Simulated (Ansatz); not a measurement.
**TiSi (Pnma), a film clamped to a substrate**

Theory: Ansatz, DFT r2SCAN, scalar-relativistic, plane waves, PAW. Settings: plane waves to 500 eV, k-mesh 6×12×8 (Γ-centred), Gaussian smearing 0.15 eV. No spin polarisation. Energies are free energies at this smearing, counted from the undisturbed cell; pressure is positive in compression.

The starting cell (relaxed at this level; it needn't be the usual structure):

```
Ti Si
1.0
     6.50165    0.00000    0.00000
     0.00000    3.63548    0.00000
     0.00000    0.00000    4.98819
Ti Si
4 4
Cartesian
  4.3951 0.9089 1.8525
  2.1066 2.7266 3.1356
  5.3574 2.7266 4.3466
  1.1442 0.9089 0.6416
  3.5362 0.9089 4.2666
  2.9655 2.7266 0.7216
  6.2163 2.7266 1.7725
  0.2853 0.9089 3.2157
```

The cell (8 atoms, V0 = 117.90 Å³) is strained by p along both x and y and by q along z, fractional coordinates fixed. τp = (1/V0) ∂E/∂p = (σxx + σyy)(1 + p)(1 + q) and τq = (1/V0) ∂E/∂q = σzz(1 + p)², with tension positive.

```csv
p,q,ΔE (meV/atom),τp (GPa),τq (GPa)
0.000,0.000,0.00,0.03,-0.07
-0.030,0.000,35.40,-26.81,-4.17
0.030,0.000,29.84,20.64,3.53
0.000,-0.030,16.43,-4.04,-12.34
0.000,0.030,13.42,3.65,9.36
```

Task: Get the second derivatives of the energy density.

Result: Central differences give A = ∂τp/∂p = 791 GPa (C11 + C22 + 2 C12), C = ∂τq/∂q = 362 GPa (C33) and the cross term B = ∂τq/∂p = 128 GPa (C13 + C23); ∂τp/∂q = 128 GPa must equal B, and any difference shows higher-order terms. Steps this large leave an error of some per cent of A or C in all of these, which can swamp a small B. The ions are clamped.

Task: A film of this crystal grows with z along the normal on a substrate that imposes p. How does its thickness respond, and what does the misfit cost?

Result: Count p and q from the stress-free cell. A free surface needs τq = 0, so q = −(B/C) p = -0.36 p. The energy density left is (A − B²/C) p²/2 = M p², with the biaxial modulus M = 373 GPa; a misfit of 1 % costs 3.43 meV/atom, against 3.64 meV/atom if the thickness were held.

At p = 0.030 the energies along q are 35.6 (q = -0.030), 29.8 (q = 0.000), 52.6 (q = 0.030) meV/atom.

Task: Does the linear rule hold at this misfit?

Result: A parabola through the lowest point and its neighbours has its minimum at q = -0.009, 28.6 meV/atom. With the stress left in the starting cell, τp0 and τq0, linear elasticity gives q = −(τq0 + Bp)/C = -0.010 and E = V0(τp0 p + τq0 q + Ap²/2 + Bpq + Cq²/2)/N = 31.0 meV/atom. The two agree within a tenth in energy.

Forces appear on the atoms along this scan, and letting them relax would lower the energy and soften the response. In a metal these slopes depend on the k mesh and the smearing.

Stretching the film in its plane thins it far less than constant volume would require, so letting the thickness respond lowers the misfit cost only from 3.64 to 3.43 meV/atom per formal 1 % of misfit. Nearly all the elastic energy is therefore in-plane. Such weak transverse coupling suggests directional bonding, with Ti d–Si p hybridisation and Si–Si zigzag chains along the short axis resisting shape change as well as volume change.

Compression costs more than equal tension along both strain paths, because overlap repulsion steepens as atoms approach while bonds soften on stretching. This anharmonicity probably explains why linear elasticity gives 31.0 meV/atom for the stretched film where the scan gives 28.6 meV/atom. For a film under compressive misfit the error should have the opposite sign, with the linear rule underestimating the cost. Since A lumps the in-plane constants together, the results don't cover a substrate that strains the two inequivalent in-plane axes unequally.
